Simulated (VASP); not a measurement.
# Li2S: relaxation of cell and atoms with LDA

Li2S:

```
CELL_PARAMETERS angstrom
0.00000 2.84450 2.84450
2.84450 0.00000 2.84450
2.84450 2.84450 0.00000
ATOMIC_POSITIONS crystal
Li 0.25000 0.25000 0.25000
Li 0.75000 0.75000 0.75000
S 0.00000 0.00000 0.00000
```

```json
{
  "Program": "VASP 6.6.1",
  "Task": "relaxation of cell and atoms",
  "Functional": "LDA",
  "Potentials or basis": "VASP PAW LDA potentials, release 64 (Li_sv, S)",
  "Cutoff": "600 eV",
  "k mesh": "8 × 8 × 8",
  "Occupations": "gaussian, width 0.03 eV",
  "Spin": "no spin polarisation",
  "Further INCAR settings": "ALGO = Normal; EDIFF = 1e-06; IBRION = 2; EDIFFG = -0.01; NSW = 90; ISIF = 3"
}
```

```json
{"Relaxed volume": "14.37 Å³/atom", "Relaxed cell": "a = 3.936 Å, b = 3.936 Å, c = 3.936 Å, α = 60.00°, β = 60.00°, γ = 60.00°", "Space group after relaxing (to 0.05 Å)": "Fm-3m (No. 225)", "Energy gained by relaxing": "9.1 meV/atom", "Ionic steps": "3", "Pressure after relaxing": "-0.1 GPa", "Band gap on the k mesh": "3.11 eV, indirect (least direct gap 4.44 eV)"}
```

The path:
```
step  energy change (eV)  largest force (eV/Å)  pressure (GPa)  volume (Å³)
   1              0.0000                0.0000           -2.72        46.03
   2             -0.0218                0.0000           -1.30        44.32
   3             -0.0272                0.0000           -0.10        43.11
```

Final structure:
```cif
data_structure
_symmetry_space_group_name_H-M 'P 1'
_symmetry_Int_Tables_number 1
_cell_length_a 3.9357
_cell_length_b 3.9357
_cell_length_c 3.9357
_cell_angle_alpha 60.000
_cell_angle_beta 60.000
_cell_angle_gamma 60.000
_cell_volume 43.11
loop_
_atom_site_label
_atom_site_type_symbol
_atom_site_fract_x
_atom_site_fract_y
_atom_site_fract_z
_atom_site_occupancy
Li1 Li 0.25000 0.25000 0.25000 1
Li2 Li 0.75000 0.75000 0.75000 1
S1 S 0.00000 0.00000 0.00000 1
```

Levels at points of the mesh, in eV from the valence-band top:
| k point | band 2 | band 3 | band 4 | band 5 | band 6 | band 7 | band 8 | band 9 | band 10 |
| --- | --- | --- | --- | --- | --- | --- | --- | --- | --- |
| (0.00, 0.00, 0.00) | -43.03 | -11.17 | 0.00 | 0.00 | 0.00 | 4.44 | 6.03 | 6.03 | 6.03 |
| (0.50, 0.00, 0.00) | -43.06 | -10.67 | -3.17 | -0.58 | -0.58 | 6.27 | 6.40 | 6.40 | 8.54 |
| (0.50, 0.50, 0.00) | -43.05 | -10.54 | -2.34 | -1.61 | -1.61 | 3.11 | 7.17 | 11.34 | 11.34 |

Run time: 15 s on 2 MPI ranks on AMD EPYC 7R13 Processor (Zen 3) (shared host), peak memory 0.13 GiB a rank.

Caveat: the cutoff is under 1.25 times the usual one of these potentials, so pressure, stress and relaxed cells hold a basis-set (Pulay) error. A k mesh can miss the band edges.
